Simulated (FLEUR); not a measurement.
CaO:

```
CELL_PARAMETERS angstrom
0.00000 2.40356 2.40356
2.40356 0.00000 2.40356
2.40356 2.40356 0.00000
ATOMIC_POSITIONS crystal
Ca 0.00000 0.00000 0.00000
O 0.50000 0.50000 0.50000
```

The cell is a database's computed one.

Base run:

```yaml
Program: FLEUR MaX-R8.1 (later development tree)
Functional: RPBE
Potentials_or_basis: all-electron
Basis: FLAPW
Kmax: 4.12 1/bohr
k_mesh: 10 × 10 × 10
Occupations: fermi-dirac, width 0.05 eV
Spin: no spin polarisation
```

Its results: band gap on the k mesh 3.93 eV, indirect (least direct gap 4.30 eV).

The run is repeated on the same cell with these changes: functional from RPBE to AM05. What comes out?

Band gap on the k mesh 3.60 eV, indirect (least direct gap 3.97 eV).

Not every run made on this cell is shown here.
